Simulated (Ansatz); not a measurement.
Ta:

```
Ta
1.0
     2.90037    0.00000    0.00000
    -1.45019    2.51180    0.00000
     0.00000    0.00000    5.16627
Ta
2
Direct
  0.33333 0.66667 0.25000
  0.66667 0.33333 0.75000
```

This isn't the form of Ta at room conditions, which is bcc.

```yaml
Program: Ansatz 0.2.0
Task: relaxation of cell and atoms
Functional: HF
Potentials_or_basis: Ansatz PAW
Cutoff: "420 eV (not typed: the program's choice for these potentials)"
k_mesh: 6 × 6 × 3
Occupations: fermi-dirac, width 0.05 eV
Spin: no spin polarisation
```

At the start: volume 18.82 Å³/atom.

How do energy, volume and symmetry change on relaxing?

It ends after 7 steps and the volume is 19.91 Å³/atom (+5.8 %); space group P6_3/mmc (No. 194, to 0.05 Å).

Step by step:
```
step  energy change (eV)  largest force (eV/Å)  volume (Å³)
   1              0.0000                0.0000        37.64
   2             -0.0744                0.0000        39.91
   3             -0.0747                0.0000        39.82
   4             -0.0747                0.0000        39.82
   5             -0.0765                0.0000        39.82
   6             -0.0765                0.0000        39.83
   7             -0.0765                0.0000        39.83
```

Final structure:
```
CELL_PARAMETERS angstrom
2.95856 0.00000 0.00000
-1.47928 2.56219 0.00000
0.00000 0.00000 5.25407
ATOMIC_POSITIONS crystal
Ta 0.33333 0.66667 0.25000
Ta 0.66667 0.33333 0.75000
```

Caveat: the k mesh is coarse (spacing up to 0.42 Å⁻¹), so the values aren't converged, least of all with exact exchange; the plane-wave basis is chosen anew once the cell has moved, so the energies of steps on either side of that aren't comparable; the PAW data sets come from PBE, with cores solved anew for the run's functional, which leaves a small shift of forces and pressure.
